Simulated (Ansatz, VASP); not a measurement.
**PbS: VASP beside Ansatz**

```
CELL_PARAMETERS angstrom
0.09655 3.30098 3.30098
3.30098 0.09655 3.30098
3.39753 3.39753 0.00000
ATOMIC_POSITIONS crystal
Pb 0.00496 0.00496 0.99504
S 0.24504 0.24504 0.25496
```

Change from the starting cell: shear_xy strain +5.8%.

Alike in both runs: task single point; functional r2SCAN; k mesh 6 × 6 × 6; no spin polarisation.

|  | VASP | Ansatz |
| --- | --- | --- |
| version | VASP 6.6.1 | Ansatz 0.2.0 |
| potentials or method | VASP PAW PBE potentials, release 64 (Pb_d, S) | plane waves, PAW |
| plane-wave cutoff (eV) | 520 | 500 |
| occupations | gaussian, width 0.01 eV | fixed |
| valence electrons in the cell | 20 | 20 |

```tsv
	VASP	Ansatz	Ansatz less VASP
gap on the k mesh at the Fermi level (eV)	1.07	1.07	0.000
pressure (GPa)	-0.1	-0.1	0.00
largest component of the traceless stress (GPa)	0.42	0.42	+0.005
```

Caveats: the PAW data sets were made with another functional, which shifts forces and pressure a little (VASP); spin-orbit coupling is left out, which as a rule narrows the gap of such compounds by several tenths of an eV. A k mesh can miss the band edges.
